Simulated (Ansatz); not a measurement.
`C[Se]C(F)(F)F` + `[SiH3][SeH]` → `C[Se][Se][SiH3]` + `FC(F)F` at 600 K and 1 bar (ligand exchange at the Se–C bond).

Program: Ansatz. Geometries: PBE0-D4/def2-TZVP. ΔE: electronic, gas phase. CBS: MP2 limit from def2 TZ/QZ plus the TZ coupled-cluster correction, frozen cores. This one scheme is used for every species. For Se outer-core shells are correlated without core-valence functions, which leaves a few kJ/mol of doubt a bond. Scalar relativity is left out up to krypton. One conformer a species, not always the lowest.

```tsv
species	CCSD(T)/CBS energy (Eh)	H − E (kJ/mol)	S (J/(mol·K))
`C[Se]C(F)(F)F`	-2777.98277	195.3	444.5
`[SiH3][SeH]`	-2692.20088	124.0	341.5
`C[Se][Se][SiH3]`	-5132.18229	231.2	471.8
`FC(F)F`	-338.02896	97.7	303.2
```

H − E and S are ideal-gas, rigid-rotor, harmonic terms from PBE0-D4/def2-TZVP, for one conformer and one mirror image of each species. 1 Eh = 2625.50 kJ/mol, R = 8.31446 J/(mol·K).

Task: By hand: ΔE, ΔH, ΔS and ΔG.

Result: ΔE = (-5132.18229) + (-338.02896) − (-2777.98277) − (-2692.20088) = -0.02760 Eh = -72.5 kJ/mol. Δ(H − E) = 231.2 + 97.7 − 195.3 − 124.0 = 9.6, so ΔH = -62.9 kJ/mol. ΔS = 471.8 + 303.2 − 444.5 − 341.5 = -11.0 J/(mol·K). ΔG = -62.9 − 600 × (-11.0)/1000 = -56.3 kJ/mol.

Task: By hand: the equilibrium constant, and the temperature at which ΔG would vanish if ΔH and ΔS stayed fixed.

Result: log₁₀ K = −ΔG/(RT ln 10) = 4.9. ΔG = 0 at ΔH/ΔS = 5718 K, far beyond where these terms or the molecules hold.

The number of gas molecules stays the same, so ΔS is small and ΔH decides. A doubt of 5 kJ/mol in ΔE shifts log₁₀ K by 0.4 here. Other conformers and mirror images would add mixing entropy, several J/(mol·K) or more a flexible species. Modes under 60 cm⁻¹, often nearly free rotors, make the harmonic entropy too high. These are equilibria of isolated gas molecules and say nothing of rates. Largest T1 diagnostic: 0.012 (customary marks: 0.02 for closed shells, 0.045 for open ones).
